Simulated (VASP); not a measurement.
# Rb (P6_3/mmc) in VASP: single point with PBEsol

Aim: the single point of Rb with PBEsol.

Program: VASP 6.6.1. These are calculated values, not measurements. Logs are shortened: lines on timing, memory, paths and dates and some standing lists are left out, and cuts for length are marked.

### 1 Starting point

Symmetry: P6_3/mmc, No. 194, hexagonal system. The conventional cell has a = 5.088 Å, b = 5.088 Å, c = 8.442 Å, α = 90.00°, β = 90.00°, γ = 120.00°.

This isn't the form of Rb at room conditions, which is bcc.

### 2 Single point, PBEsol

The input, INCAR:

```
SYSTEM = Rb
PREC = Accurate
ENCUT = 520
EDIFF = 1E-7
ISMEAR = 0
SIGMA = 0.1
LREAL = .False.
LASPH = .True.
NELM = 100
ALGO = Normal
ISIF = 2
LWAVE = .False.
LCHARG = .True.
GGA = PS
LELF = .True.
LVHAR = .True.
NBANDS = 16
```

The input, KPOINTS:

```
regular mesh
0
Gamma
  6 6 2
  0 0 0
```

The input, POSCAR:

```
Rb
1.0
    5.0882069760      0.0000000000      0.0000000000
   -2.5441034880      4.4065165009      0.0000000000
    0.0000000000      0.0000000000      8.4420579800
Rb
2
Direct
    0.3333333300      0.6666666700      0.2500000000
    0.6666666700      0.3333333300      0.7500000000
```

Potentials or basis: VASP PAW PBE potentials, release 64 (Rb_sv).

Launch:

```console
> cat potpaw_PBE.64/Rb_sv/POTCAR > POTCAR
> mpirun -np 1 vasp_std > vasp.out
```

OUTCAR:

```text
SYSTEM = Rb
   PREC = Accurate
   ENCUT = 520
   EDIFF = 1E-7
   ISMEAR = 0
   LREAL = .False.
   LASPH = .True.
   NELM = 100
   ISIF = 2
   GGA = PS

 ion  position               nearest neighbor table
   1  0.333  0.667  0.250-   2 5.14   2 5.14   2 5.14   2 5.14   2 5.14   2 5.14
   2  0.667  0.333  0.750-   1 5.14   1 5.14   1 5.14   1 5.14   1 5.14   1 5.14

  LATTYP: Found a hexagonal cell.
 ALAT       =     5.0882069760
 C/A-ratio  =     1.6591420160

  Lattice vectors:

 A1 = (   5.0882069760,   0.0000000000,   0.0000000000)
 A2 = (  -2.5441034880,   4.4065165009,   0.0000000000)
 A3 = (   0.0000000000,   0.0000000000,   8.4420579800)

Analysis of symmetry for initial positions (statically):
=====================================================================
 Subroutine PRICEL returns:
 Original cell was already a primitive cell.

 Routine SETGRP: Setting up the symmetry group for a
 hexagonal supercell.

 Subroutine GETGRP returns: Found 24 space group operations
 (whereof 12 operations were pure point group operations)
 out of a pool of 24 trial point group operations.

The static configuration has the point symmetry D_3d.
 The point group associated with its full space group is D_6h.

Analysis of symmetry for dynamics (positions and initial velocities):
=====================================================================
 Subroutine PRICEL returns:
 Original cell was already a primitive cell.

 Routine SETGRP: Setting up the symmetry group for a
 hexagonal supercell.

 Subroutine GETGRP returns: Found 24 space group operations
 (whereof 12 operations were pure point group operations)
 out of a pool of 24 trial point group operations.

The dynamic configuration has the point symmetry D_3d.
 The point group associated with its full space group is D_6h.

 Subroutine INISYM returns: Found 24 space group operations
 (whereof 12 operations are pure point group operations),
 and found     1 'primitive' translations

----------------------------------------------------------------------------------------

                                     Primitive cell

  volume of cell :     189.2816

  direct lattice vectors                    reciprocal lattice vectors
     5.088206976  0.000000000  0.000000000     0.196532886  0.113468314  0.000000000
    -2.544103488  4.406516501  0.000000000     0.000000000  0.226936629  0.000000000
     0.000000000  0.000000000  8.442057980     0.000000000  0.000000000  0.118454529

  length of vectors
     5.088206976  5.088206976  8.442057980     0.226936629  0.226936629  0.118454529

  position of ions in fractional coordinates (direct lattice)
     0.333333330  0.666666670  0.250000000
     0.666666670  0.333333330  0.750000000

  ion indices of the primitive-cell ions
   primitive index   ion index
                 1           1
                 2           2

----------------------------------------------------------------------------------------

 KPOINTS: regular mesh

Automatic generation of k-mesh.
 Grid dimensions read from file:
 generate k-points for:    6    6    2

 Generating k-lattice:

  Cartesian coordinates                     Fractional coordinates (reciprocal lattice)
     0.032755481  0.018911386  0.000000000     0.166666667 -0.000000000  0.000000000
     0.000000000  0.037822771  0.000000000     0.000000000  0.166666667  0.000000000
     0.000000000  0.000000000  0.059227264     0.000000000  0.000000000  0.500000000

  Length of vectors
     0.037822771  0.037822771  0.059227264

  Shift w.r.t. Gamma in fractional coordinates (k-lattice)
     0.000000000  0.000000000  0.000000000

 Subroutine IBZKPT returns following result:
 ===========================================

 Found     14 irreducible k-points:

 Following reciprocal coordinates:
            Coordinates               Weight
  0.000000  0.000000  0.000000      1.000000
  0.166667  0.000000  0.000000      6.000000
  0.333333  0.000000  0.000000      6.000000
  0.500000  0.000000  0.000000      3.000000
  0.166667  0.166667  0.000000      6.000000
  0.333333  0.166667  0.000000     12.000000
  0.333333  0.333333  0.000000      2.000000
  0.000000  0.000000  0.500000      1.000000
  0.166667  0.000000  0.500000      6.000000
  0.333333  0.000000  0.500000      6.000000
  0.500000  0.000000  0.500000      3.000000
  0.166667  0.166667  0.500000      6.000000
  0.333333  0.166667  0.500000     12.000000
  0.333333  0.333333  0.500000      2.000000
   k-points           NKPTS =     14   k-points in BZ     NKDIM =     14   number of bands    NBANDS=     16
   number of dos      NEDOS =    301   number of ions     NIONS =      2
   total plane-waves  NPLWV = 102400
   dimension x,y,z NGX =    40 NGY =   40 NGZ =   64
   dimension x,y,z NGXF=    80 NGYF=   80 NGZF=  128
   ions per type =               2
   NGX,Y,Z   is equivalent  to a cutoff of  13.07, 13.07, 12.60 a.u.
   NGXF,Y,Z  is equivalent  to a cutoff of  26.14, 26.14, 25.21 a.u.
 SYSTEM =  Rb
   PREC   = accura    normal or accurate (medium, high low for compatibility)
   ISTART =      0    job   : 0-new  1-cont  2-samecut
   ICHARG =      2    charge: 1-file 2-atom 10-const
   ISPIN  =      1    spin polarized calculation?
   LNONCOLLINEAR =      F non collinear calculations
   LSORBIT =      F    spin-orbit coupling
   LASPH  =      T    aspherical Exc in radial PAW
   ENCUT  =  520.0 eV  38.22 Ry    6.18 a.u.   9.46  9.46 15.70*2*pi/ulx,y,z
   NELM   =    100;   NELMIN=  2; NELMDL= -5     # of ELM steps
   EDIFF  = 0.1E-06   stopping-criterion for ELM
   LREAL  =      F    real-space projection
   EDIFFG = 0.1E-05   stopping-criterion for IOM
   NSW    =      0    number of steps for IOM
   IBRION =     -1    ionic relax: 0-MD 1-quasi-New 2-CG
   NFREE  =      0    steps in history (QN), initial steepest desc. (CG)
   ISIF   =      2    stress and relaxation
   ISYM   =      2    0-nonsym 1-usesym 2-fastsym
   POTIM  = 0.5000    time-step for ionic-motion
   TEBEG  =    0.0;   TEEND  =   0.0 temperature during run
   PSTRESS=    0.0 pullay stress
   NELECT =      18.0000    total number of electrons
   NUPDOWN=      -1.0000    fix difference up-down
   EMIN   =  10.00;   EMAX   =-10.00  energy-range for DOS
   EFERMI =   0.00;   METHOD = LEGACY
   ISMEAR =     0;   SIGMA  =   0.10  broadening in eV -4-tet -1-fermi 0-gaus
   EFERMI_NEDOS =   21; number of points for ismear=-14 and -15
   IALGO  =     38    algorithm
   IMIX   =      4    mixing-type and parameters
     AMIX     =   0.40;   BMIX     =  1.00
     AMIX_MAG =   1.60;   BMIX_MAG =  1.00
  volume/ion in A,a.u.               =      94.64       638.67
  Fermi-wavevector in a.u.,A,eV,Ry     =   0.747245  1.412088  7.597148  0.558375
  Thomas-Fermi vector in A             =   1.843255
   LORBIT       =      0    0 simple, 1 ext, 2 COOP (PROOUT), +10 PAW based schemes
   GGA     = PS    functional components
   LHFCALC =     F    Hartree Fock is set to
   AEXX    =    0.0000 exact exchange contribution
   IVDW    =     0    specifies the selected vdW correction
   LEPSILON=     F    determine dielectric tensor
   LRPA    =     F    only Hartree local field effects (RPA)
 non-spin polarized calculation
 Gauss-broadening in eV      SIGMA  =   0.10
  energy-cutoff  :      520.00
  volume of cell :      189.28
 maximum number of plane-waves:      5143
 NGX is ok and might be reduce to    40
   NGX = 19   NGY = 19   NGZ = 31

 number of electron      18.0000000 magnetization

 Free energy of the ion-electron system (eV)
  ---------------------------------------------------
  ext. energy  EPLUGINS =         0.00000000
  ---------------------------------------------------
  free energy    TOTEN  =        -2.07404340 eV

  energy without entropy =       -2.06996391  energy(sigma->0) =       -2.07200365

 E-fermi :  -0.0367     XC(G=0):  -5.4230

 val. band max:       -0.0425576761   @ k =   0.0000   0.0000   0.0000
 cond. band min:       0.1257048903   @ k =   0.3333   0.1667   0.5000
 fundamental gap:      0.1682625664
 Fermi energy:        -0.0366883975

 k-point     1 :       0.0000    0.0000    0.0000
  band No.  band energies     occupation
      1     -29.0095      2.00000
      2     -29.0066      2.00000
      3     -13.1392      2.00000
      4     -13.0718      2.00000
      5     -13.0718      2.00000
      6     -13.0613      2.00000
[... 8 lines left out ...]
     15       3.7093      0.00000
     16       3.7093      0.00000

 k-point     2 :       0.1667    0.0000    0.0000
  band No.  band energies     occupation
      1     -29.0087      2.00000
      2     -29.0062      2.00000
      3     -13.1322      2.00000
      4     -13.0883      2.00000
      5     -13.0782      2.00000
      6     -13.0768      2.00000
[... 8 lines left out ...]
     15       3.5095      0.00000
     16       3.6806      0.00000

 k-point     3 :       0.3333    0.0000    0.0000
  band No.  band energies     occupation
      1     -29.0072      2.00000
      2     -29.0055      2.00000
      3     -13.1218      2.00000
      4     -13.1155      2.00000
      5     -13.1110      2.00000
      6     -13.0865      2.00000
[... 8 lines left out ...]
     15       3.4217      0.00000
     16       3.9557      0.00000

 k-point     4 :       0.5000    0.0000    0.0000
  band No.  band energies     occupation
      1     -29.0063      2.00000
      2     -29.0053      2.00000
      3     -13.1387      2.00000
      4     -13.1268      2.00000
      5     -13.1034      2.00000
      6     -13.0912      2.00000
[... 8 lines left out ...]
     15       3.2622      0.00000
     16       4.1077      0.00000
[... 134 lines left out ...]
 k-point    12 :       0.1667    0.1667    0.5000
  band No.  band energies     occupation
      1     -29.0066      2.00000
      2     -29.0066      2.00000
      3     -13.1169      2.00000
      4     -13.1169      2.00000
      5     -13.0853      2.00000
      6     -13.0853      2.00000
[... 8 lines left out ...]
     15       3.3667      0.00000
     16       3.3667      0.00000

 k-point    13 :       0.3333    0.1667    0.5000
  band No.  band energies     occupation
      1     -29.0058      2.00000
      2     -29.0058      2.00000
      3     -13.1333      2.00000
      4     -13.1333      2.00000
      5     -13.0952      2.00000
      6     -13.0952      2.00000
[... 8 lines left out ...]
     15       3.3721      0.00000
     16       3.3721      0.00000

 k-point    14 :       0.3333    0.3333    0.5000
  band No.  band energies     occupation
      1     -29.0055      2.00000
      2     -29.0055      2.00000
      3     -13.1262      2.00000
      4     -13.1262      2.00000
      5     -13.1127      2.00000
      6     -13.1127      2.00000
[... 8 lines left out ...]
     15       3.5906      0.00000
     16       3.5906      0.00000

------------------------ aborting loop because EDIFF is reached ----------------------------------------

  FORCE on cell =-STRESS in cart. coord.  units (eV):
  Direction    XX          YY          ZZ          XY          YZ          ZX
  --------------------------------------------------------------------------------------
  -------------------------------------------------------------------------------------
  Total       -0.1447317     -0.1447317     -0.5377806      0.0000000      0.0000000      0.0000000
  in kB       -1.2250836     -1.2250836     -4.5520517      0.0000000      0.0000000      0.0000000
  external PRESSURE =      -2.3340730 kB  Pullay stress =       0.0000000 kB

 VOLUME and BASIS-vectors are now :
 -----------------------------------------------------------------------------
  energy-cutoff  :      520.00
  volume of cell :      189.28
      direct lattice vectors                 reciprocal lattice vectors
     5.088206976  0.000000000  0.000000000     0.196532886  0.113468314  0.000000000
    -2.544103488  4.406516501  0.000000000     0.000000000  0.226936629  0.000000000
     0.000000000  0.000000000  8.442057980     0.000000000  0.000000000  0.118454529

 POSITION                                       TOTAL-FORCE (eV/Angst)
 -----------------------------------------------------------------------------------
     -0.00000      2.93768      2.11051        -0.000000      0.000000      0.000000
      2.54410      1.46884      6.33154         0.000000     -0.000000      0.000000
 -----------------------------------------------------------------------------------
    total drift:                               -0.000005      0.000003     -0.000000

  FREE ENERGIE OF THE ION-ELECTRON SYSTEM (eV)
  ---------------------------------------------------
  free  energy   TOTEN  =        -2.0740434010 eV

  energy  without entropy=       -2.0699639051  energy(sigma->0) =       -2.07200365
```

Run time: 17 s. Hardware: 1 thread of Intel Xeon 6975P-C (Granite Rapids), shared host; peak memory 0.3 GiB.

Results:

```yaml
Free_energy: -2.0740 eV
Pressure: -0.2 GPa
Band_gap_on_the_k_mesh: none (metal or under the smearing width)
```

Stress tensor (GPa, compression positive):
```
-0.12  0.00  0.00
 0.00 -0.12  0.00
 0.00  0.00 -0.46
```

Caveat: the k mesh is coarse (spacing up to 0.37 Å⁻¹), so the values aren't converged; the PAW data sets were made with another functional, which shifts forces and pressure a little.
